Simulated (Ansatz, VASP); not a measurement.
# Al3GaAs4 (random alloy of the zinc-blende GaAs-AlAs line, x = 0.75): VASP beside Ansatz

Wanted: the spread between two codes on one cell, functional and k mesh. Of the first pair: The structure shown is the start of the Ansatz relaxation below; VASP solves that cell, so the two are compared at the walk's first step.

Main program and level: Ansatz 0.2.0; plane waves, with VASP 6.6.1 beside it; PBE.

### Step 1. Starting point

The cell holds 64 atoms: 8 Ga, 32 As and 24 Al. Cell: a = 11.470 Å, b = 11.470 Å, c = 11.470 Å, α = 90.0°, β = 90.0°, γ = 90.0°. It derives from GaAs (zinc-blende GaAs-AlAs), repeated 2×2×2. Zinc-blende GaAs-AlAs: 64 atoms, 24 of 32 Ga sites given to Al at random, cell and internal coordinates interpolated linearly between the end members (Vegard's rule); (so at first; earlier steps may have moved the atoms), displaced by a Gaussian of 0.02 A. Lattice constants are starting values near those of PBE.

### Step 2. Ansatz: relaxation, PBE

Ansatz runs on its default PAW (the set named soft_2) files.

The two programs are compared at the cell with which this relaxation starts, whose forces are those of its first step.

input.yaml reads:

```yaml
crystal:
  lattice:
    - [11.47, 0.0, 0.0]
    - [0.0, 11.47, 0.0]
    - [0.0, 0.0, 11.47]
  atoms:
    - { symbol: Ga, position: [0.00283, 0.99893, 0.99908] }
    - { symbol: As, position: [0.12313, 0.12651, 0.12099] }
    - { symbol: Al, position: [0.00304, 0.24867, 0.25056] }
    - { symbol: As, position: [0.12457, 0.37755, 0.37141] }
    - { symbol: Al, position: [0.24944, 0.99933, 0.25198] }
    - { symbol: As, position: [0.37308, 0.1247, 0.37347] }
    - { symbol: Ga, position: [0.25007, 0.25102, 0.99808] }
    - { symbol: As, position: [0.377, 0.37657, 0.12588] }
    - { symbol: Ga, position: [0.00157, 0.99881, 0.49979] }
    - { symbol: As, position: [0.12337, 0.12453, 0.62592] }
    - { symbol: Al, position: [0.99879, 0.24931, 0.7488] }
    - { symbol: As, position: [0.12353, 0.37383, 0.87498] }
    - { symbol: Ga, position: [0.24805, 0.00041, 0.75289] }
    - { symbol: As, position: [0.37629, 0.12467, 0.87345] }
    - { symbol: Al, position: [0.2487, 0.25295, 0.50009] }
    - { symbol: As, position: [0.37389, 0.37533, 0.62866] }
    - { symbol: Al, position: [0.00021, 0.50108, 0.00052] }
    - { symbol: As, position: [0.12439, 0.62301, 0.12439] }
    - { symbol: Ga, position: [0.99964, 0.75102, 0.25146] }
    - { symbol: As, position: [0.12662, 0.8755, 0.37654] }
    - { symbol: Al, position: [0.24868, 0.50218, 0.25089] }
    - { symbol: As, position: [0.37448, 0.62585, 0.37487] }
    - { symbol: Al, position: [0.25197, 0.75265, 0.00381] }
    - { symbol: As, position: [0.37256, 0.87248, 0.12412] }
    - { symbol: Al, position: [0.00028, 0.50153, 0.50055] }
    - { symbol: As, position: [0.12147, 0.62447, 0.62644] }
    - { symbol: Al, position: [0.0004, 0.75133, 0.74961] }
    - { symbol: As, position: [0.12465, 0.87533, 0.87571] }
    - { symbol: Ga, position: [0.25035, 0.50021, 0.74883] }
    - { symbol: As, position: [0.37566, 0.62521, 0.87697] }
    - { symbol: Al, position: [0.25209, 0.75032, 0.49935] }
    - { symbol: As, position: [0.37389, 0.87574, 0.62513] }
    - { symbol: Al, position: [0.4994, 8.0e-05, 0.99892] }
    - { symbol: As, position: [0.62622, 0.12422, 0.12714] }
    - { symbol: Al, position: [0.5007, 0.25104, 0.24809] }
    - { symbol: As, position: [0.6253, 0.37629, 0.37334] }
    - { symbol: Al, position: [0.74954, 6.0e-05, 0.24761] }
    - { symbol: As, position: [0.87555, 0.12648, 0.3735] }
    - { symbol: Al, position: [0.75061, 0.24771, 0.99993] }
    - { symbol: As, position: [0.87218, 0.37696, 0.12571] }
    - { symbol: Al, position: [0.49996, 0.99865, 0.50222] }
    - { symbol: As, position: [0.62843, 0.12176, 0.62716] }
    - { symbol: Al, position: [0.50284, 0.25059, 0.74791] }
    - { symbol: As, position: [0.62651, 0.37468, 0.87395] }
    - { symbol: Al, position: [0.74786, 0.00096, 0.75138] }
    - { symbol: As, position: [0.87391, 0.12591, 0.873] }
    - { symbol: Al, position: [0.7514, 0.25008, 0.49967] }
    - { symbol: As, position: [0.87482, 0.37652, 0.62631] }
    - { symbol: Ga, position: [0.50092, 0.50024, 0.00014] }
    - { symbol: As, position: [0.62608, 0.62541, 0.12619] }
    - { symbol: Ga, position: [0.49946, 0.74575, 0.25181] }
    - { symbol: As, position: [0.62881, 0.87577, 0.37483] }
    - { symbol: Al, position: [0.74976, 0.49979, 0.25003] }
    - { symbol: As, position: [0.87304, 0.6241, 0.37326] }
    - { symbol: Al, position: [0.75043, 0.74948, 0.00086] }
    - { symbol: As, position: [0.8747, 0.87672, 0.12537] }
    - { symbol: Al, position: [0.50382, 0.49669, 0.49887] }
    - { symbol: As, position: [0.62657, 0.62941, 0.62457] }
    - { symbol: Al, position: [0.50008, 0.74961, 0.75232] }
    - { symbol: As, position: [0.6245, 0.87619, 0.87444] }
    - { symbol: Al, position: [0.74778, 0.50055, 0.75088] }
    - { symbol: As, position: [0.87725, 0.62481, 0.87392] }
    - { symbol: Al, position: [0.75098, 0.75042, 0.50049] }
    - { symbol: As, position: [0.87487, 0.87702, 0.62564] }
kpoints:
  mp_grid: { grid: [1, 1, 1] }
hamiltonian:
  xc: pbe
scf:
  occupations: { method: fermi_dirac, width: 0.025 }
output:
  forces: true
relax:
  f_tol: 0.04
  max_steps: 150
  cell: {}
```

Launch:

```
> ansatz run input.yaml --threads 4 --pin off --max-ram 8192MiB --backend cpu --events-out ev --progress --plain --runs-dir out
```

Numbers of over 12 decimals in the logs are rounded to 6 here.

Log:

```text
Engine: ansatz 0.2.0, x86_64-unknown-linux-gnu
Pseudopotentials: kind: paw
Pseudopotential: Ga, paw, valence charge 13, recommended cutoff 420 eV (normal), Ga.paw.azcp
Pseudopotential: As, paw, valence charge 15, recommended cutoff 420 eV (normal), As.paw.azcp
Pseudopotential: Al, paw, valence charge 3, recommended cutoff 420 eV (normal), Al.paw.azcp
Functional definition: PBE
  parameter kappa = 0.804
  parameter beta = 0.066725
  exchange = pbe_x(kappa = kappa, mu = beta*pi^2/3)
  correlation = pbe_c(beta = beta)
Crystal: 64 atoms, lattice volume = 1509.004 Å³
Basis set: ecut = 420 eV, 29423 PW (Γ), exchange–correlation on 160×160×160 points (8 copies of the dense FFT grid, shifted against one another)
Bands: 394, of which v1, the nominal top of the filled ones, is band 328 counted from 1 (327 counted from 0)
Symmetry: 1 space group operations
Space group: P1 (ITA 1), of the structure as read, at distance tolerance 1.1e-4 Å
k-points: 1
Non-local potential: Ga, projectors of the file, l = 0: 2, l = 1: 2, l = 2: 3, l = 3: 1
Non-local potential: As, projectors of the file, l = 0: 2, l = 1: 2, l = 2: 3, l = 3: 1
Non-local potential: Al, projectors of the file, l = 0: 2, l = 1: 2, l = 2: 1
PAW form: soft (Blöchl's): semilocal exchange-correlation on the pseudo side does not see the compensation charge
PAW one-centre angular grid: Ga, 590 points (default); XC on 64 Gauss nodes
PAW one-centre angular grid: As, 590 points (default); XC on 64 Gauss nodes
PAW one-centre angular grid: Al, 110 points (default); XC on 64 Gauss nodes
Initial density: superposition of atomic densities (neutral atoms: chi_scale 0, normalization atom), corrected by the library's trained network
Initial wavefunctions: pseudopotential atomic-orbital guess
Functional: x = pbe(κ = 0.804, μ = 0.219515), c = pbe(β = 0.066725)
SCF iter   1: F=—  HF=-198584.774636 eV  |F-HF|=—  |Δ(HF+E_count)|=         —  Δρ=1.01e-3  dr2=1.28e-2  ethr=1.77e-3  ⟨swp⟩=6.0  Hψ=1467  notcnv=0  defer=12
preconditioner: auto → Resta (q_TF=auto, 2.375 Å⁻¹)  ε∞=3.7  [insulator: Δε(μ)=1.259 eV  Ē_g=10.691 eV  σ=0.025 eV  W_gap=1.00  n_scr=340 (ndim 8)  ℏωp=17.5 eV  f_vac=0.025  D(μ)=0.00/eV (n_scr^D=0)  ε∞_Penn≈3.7]
SCF iter   2: F=—  HF=-198584.761637 eV  |F-HF|=—  |Δ(HF+E_count)|=   1.30e-2  Δρ=5.09e-4  dr2=2.94e-3  ethr=1.95e-6  ⟨swp⟩=2.0  Hψ=782  notcnv=0  defer=56
SCF iter   3: F=—  HF=-198584.762612 eV  |F-HF|=—  |Δ(HF+E_count)|=   9.75e-4  Δρ=2.56e-4  dr2=6.57e-4  ethr=4.48e-7  ⟨swp⟩=2.0  Hψ=664  notcnv=0  defer=56
SCF iter   4: F=—  HF=-198584.762605 eV  |F-HF|=—  |Δ(HF+E_count)|=   6.41e-6  Δρ=6.39e-5  dr2=5.57e-5  ethr=1.00e-7  ⟨swp⟩=2.0  Hψ=504  notcnv=0  defer=56
SCF iter   5: F=—  HF=-198584.764099 eV  |F-HF|=—  |Δ(HF+E_count)|=   1.49e-3  Δρ=2.56e-5  dr2=8.86e-6  ethr=8.50e-9  ⟨swp⟩=2.0  Hψ=664  notcnv=0  defer=56
SCF iter   6: F=—  HF=-198584.764101 eV  |F-HF|=—  |Δ(HF+E_count)|=   1.50e-6  Δρ=1.04e-5  dr2=1.35e-6  ethr=1.35e-9  ⟨swp⟩=2.0  Hψ=504  notcnv=0  defer=56
SCF iter   7: F=—  HF=-198584.764103 eV  |F-HF|=—  |Δ(HF+E_count)|=   1.89e-6  Δρ=2.34e-6  dr2=1.41e-7  ethr=2.06e-10  ⟨swp⟩=2.0  Hψ=504  notcnv=0  defer=56
SCF iter   8: F=-198584.764103 eV  HF=-198584.764103 eV  |F-HF|=6.34e-9  |Δ(HF+E_count)|=   1.72e-7  Δρ=7.22e-7  dr2=1.66e-8  ethr=1.52e-11  ⟨swp⟩=4.0  Hψ=1379  notcnv=0
SCF 1 converged in 8 iterations: F = -198584.764103 eV  dr2 = 1.66e-8
  greatest PAW one-centre occupation: 0.999 electrons in one spin orbital (limit 2), on the As atom at site 11 (counted from 0), in its partial waves of l = 2
relax step   1: F+E_penalty+E_count = -198584.76410287 eV  Δ(F+E_penalty+E_count) = +0.000e0 eV  max|allowed force component| = 5.366e-1 eV/Å  Δτ_max = 0.0000 Å  P = +0.164 GPa  Ω = 1509.004 Å³  (8 SCF iters, dr2 threshold 1.00e-7 eV, accepted)
Crystal: 64 atoms, lattice volume = 1509.502 Å³
Initial density: handed on by an earlier stage of this run
Initial wavefunctions: those handed on with the density
iter 1 solved again at ethr=1.46e-5 eV; its pass at ethr=3.10e-3 eV (dr2=9.58e-2 eV) is discarded
SCF iter   1: F=—  HF=-198585.076526 eV  |F-HF|=—  |Δ(HF+E_count)|=         —  Δρ=2.89e-3  dr2=1.02e-1  ethr=1.46e-5  ⟨swp⟩=7.0  Hψ=1611  notcnv=0  defer=6
preconditioner: auto → Resta (q_TF=auto, 2.374 Å⁻¹)  ε∞=3.7  [insulator: Δε(μ)=1.285 eV  Ē_g=10.692 eV  σ=0.025 eV  W_gap=1.00  n_scr=340 (ndim 8)  ℏωp=17.5 eV  f_vac=0.027  D(μ)=0.00/eV (n_scr^D=0)  ε∞_Penn≈3.7]
SCF iter   2: F=—  HF=-198585.062729 eV  |F-HF|=—  |Δ(HF+E_count)|=   1.38e-2  Δρ=1.50e-3  dr2=2.20e-2  ethr=1.46e-5  ⟨swp⟩=7.0  Hψ=527  notcnv=0  defer=1
SCF iter   3: F=—  HF=-198585.061396 eV  |F-HF|=—  |Δ(HF+E_count)|=   1.33e-3  Δρ=2.68e-4  dr2=1.37e-3  ethr=3.36e-6  ⟨swp⟩=2.0  Hψ=588  notcnv=0  defer=11
SCF iter   4: F=—  HF=-198585.063335 eV  |F-HF|=—  |Δ(HF+E_count)|=   1.94e-3  Δρ=7.19e-5  dr2=1.32e-4  ethr=2.09e-7  ⟨swp⟩=2.0  Hψ=664  notcnv=0  defer=11
[...]
atom  12  As     0.00000731    -0.00058635    -0.00084262
  atom  13  Ga    -0.00056405    -0.00086198    -0.00008645
  atom  14  As    -0.00048898    -0.00079720    -0.00051118
  atom  15  Al     0.00004021     0.00126263     0.00126247
  atom  16  As    -0.00017875     0.00020955     0.00172273
  atom  17  Al     0.00029264     0.00023055     0.00278122
  atom  18  As     0.00076343    -0.00131659    -0.00063687
  atom  19  Ga     0.00387573    -0.00096367    -0.00049542
  atom  20  As     0.00007778    -0.00033041    -0.00115899
  atom  21  Al    -0.00335970     0.00205209     0.00041288
  atom  22  As     0.00224102    -0.00169115     0.00054619
  atom  23  Al    -0.00254620    -0.00058810     0.00129960
  atom  24  As    -0.00100838     0.00014048    -0.00210658
  atom  25  Al     0.00410072     0.00032739    -0.00312394
  atom  26  As    -0.00306302     0.00194091    -0.00000966
  atom  27  Al    -0.00356872     0.00033735    -0.00214629
  atom  28  As     0.00101053     0.00071899     0.00054289
  atom  29  Ga     0.00184629    -0.00357940     0.00021043
  atom  30  As     0.00099817    -0.00095911     0.00122396
  atom  31  Al    -0.00163782    -0.00210452    -0.00076595
  atom  32  As     0.00387018     0.00023179    -0.00098819
  atom  33  Al     0.00047656     0.00236520     0.00379555
  atom  34  As     0.00028774    -0.00037907    -0.00071127
  atom  35  Al     0.00036380    -0.00123954    -0.00169929
[...]
atom  57  Al    -0.00251986     0.00208646     0.00240903
  atom  58  As     0.00046806    -0.00051705    -0.00080962
  atom  59  Al    -0.00273223    -0.00248425     0.00020429
  atom  60  As    -0.00044168     0.00134123     0.00006540
  atom  61  Al    -0.00375711     0.00075746     0.00039613
  atom  62  As    -0.00032395    -0.00025037     0.00042736
  atom  63  Al     0.00128666     0.00405218    -0.00104133
  atom  64  As     0.00048371     0.00129207     0.00018960
  max |Σ_I F_I| component: 1.51e-6 eV/Å
--- Stress (GPa, compression-positive) ---
        0.018637       0.004649      -0.005126
        0.004649       0.029207       0.005515
       -0.005126       0.005515       0.028296
  P = ⅓ Tr σ = 0.0254 GPa (0.254 kbar)
--- Relaxed structure (3 steps of the walk, 3 accepted, 1 SCFs on fresh bases) ---
  F+E_penalty+E_count = -198585.08490450 eV   max|allowed force component| = 5.803e-3 eV/Å   (the final SCF, on the basis selected at the relaxed cell)
  cell:  # Å, volume = 1510.8425 Å³
    - [11.475155, -0.000439121, 0.000536877]
    - [-0.000439121, 11.474109, -0.000508782]
    - [0.000536877, -0.000508782, 11.474709]
  atoms:
    - { symbol: Ga, position: [0.000174471, 1.000286, 1.000092] }
    - { symbol: As, position: [0.125112, 0.125350, 0.125909] }
    - { symbol: Al, position: [-4.190829476243346e-5, 0.250523, 0.250145] }
    - { symbol: As, position: [0.125143, 0.375170, 0.375113] }
    - { symbol: Al, position: [0.250351, 1.000241, 0.250142] }
    - { symbol: As, position: [0.375232, 0.125296, 0.375041] }
    - { symbol: Ga, position: [0.250110, 0.250306, 1.000027] }
    - { symbol: As, position: [0.375188, 0.375195, 0.125928] }
    - { symbol: Ga, position: [5.3114312084601475e-6, 1.000226, 0.500155] }
    - { symbol: As, position: [0.125230, 0.126060, 0.624989] }
    - { symbol: Al, position: [0.999878, 0.250185, 0.750037] }
    - { symbol: As, position: [0.124370, 0.375273, 0.875085] }
    - { symbol: Ga, position: [0.250173, 0.000345806, 0.750087] }
    - { symbol: As, position: [0.375963, 0.125344, 0.875129] }
    - { symbol: Al, position: [0.250269, 0.250277, 0.499716] }
    - { symbol: As, position: [0.375469, 0.374831, 0.624559] }
    - { symbol: Al, position: [-0.000146153, 0.500416, 0.000206843] }
    - { symbol: As, position: [0.125427, 0.624897, 0.124761] }
    - { symbol: Ga, position: [0.999968, 0.750186, 0.250184] }
    - { symbol: As, position: [0.125780, 0.875199, 0.375156] }
    - { symbol: Al, position: [0.249954, 0.500339, 0.250204] }
    - { symbol: As, position: [0.374852, 0.624844, 0.375474] }
    - { symbol: Al, position: [0.250189, 0.750243, 0.000400901] }
    - { symbol: As, position: [0.374920, 0.875498, 0.124836] }
    - { symbol: Al, position: [0.000120937, 0.500007, 0.500128] }
    - { symbol: As, position: [0.124726, 0.625608, 0.624637] }
    - { symbol: Al, position: [2.06494675167107e-5, 0.750182, 0.750013] }
    - { symbol: As, position: [0.125208, 0.874501, 0.875053] }
    - { symbol: Ga, position: [0.250153, 0.500224, 0.750004] }
    - { symbol: As, position: [0.375164, 0.626034, 0.874963] }
    - { symbol: Al, position: [0.250252, 0.750170, 0.500232] }
    - { symbol: As, position: [0.375585, 0.874880, 0.624667] }
    - { symbol: Al, position: [0.500349, 4.401080737613019e-5, 1.000189] }
    - { symbol: As, position: [0.625230, 0.125304, 0.124940] }
    - { symbol: Al, position: [0.500419, 0.249991, 0.250131] }
    - { symbol: As, position: [0.625191, 0.375095, 0.375060] }
    - { symbol: Al, position: [0.750015, 0.000441951, 0.250104] }
    - { symbol: As, position: [0.874677, 0.125751, 0.374758] }
    - { symbol: Al, position: [0.750109, 0.250249, 1.000099] }
    - { symbol: As, position: [0.874993, 0.375152, 0.124966] }
    - { symbol: Al, position: [0.500167, 1.000415, 0.500051] }
    - { symbol: As, position: [0.625210, 0.125332, 0.624977] }
    - { symbol: Al, position: [0.500225, 0.250387, 0.749881] }
    - { symbol: As, position: [0.625613, 0.374896, 0.874629] }
    - { symbol: Al, position: [0.749882, 0.000266735, 0.750035] }
    - { symbol: As, position: [0.874567, 0.125559, 0.874681] }
    - { symbol: Al, position: [0.750075, 0.250324, 0.500181] }
    - { symbol: As, position: [0.875000, 0.375175, 0.625044] }
    - { symbol: Ga, position: [0.500067, 0.500197, 5.013756723360187e-5] }
    - { symbol: As, position: [0.626042, 0.625213, 0.125102] }
    - { symbol: Ga, position: [0.500298, 0.750168, 0.250182] }
    - { symbol: As, position: [0.625664, 0.875573, 0.375573] }
    - { symbol: Al, position: [0.750247, 0.499915, 0.250176] }
    - { symbol: As, position: [0.874632, 0.624772, 0.375585] }
    - { symbol: Al, position: [0.750132, 0.750262, -0.000367008] }
    - { symbol: As, position: [0.874277, 0.875183, 0.125130] }
    - { symbol: Al, position: [0.500343, 0.500180, 0.499993] }
    - { symbol: As, position: [0.625213, 0.625080, 0.625033] }
    - { symbol: Al, position: [0.500466, 0.750277, 0.749845] }
    - { symbol: As, position: [0.625132, 0.875202, 0.874990] }
    - { symbol: Al, position: [0.750237, 0.500314, 0.749991] }
    - { symbol: As, position: [0.875080, 0.625223, 0.874979] }
    - { symbol: Al, position: [0.750049, 0.750069, 0.500157] }
    - { symbol: As, position: [0.874569, 0.874833, 0.625458] }
```

Reading the cycles: dr2 is the Hartree energy of the density residual (eV), the measure of convergence; HF is the Harris–Foulkes estimate of the energy, which meets the free energy F at convergence.

(Continued in part 2 of 2.)

[Lines on the potential files, build, host, timing and source positions are cut from VASP's logs without a mark.]

[Logs are printed without paths, hosts, clocks, repeated set-up lines and the standing remarks that a program may print on its own settings, such as how far it seeks lower states.]

[Hosts, paths, dates, database ids (printed as entryN), source tags and the programs' standing remarks are cut or masked in the printed files.]
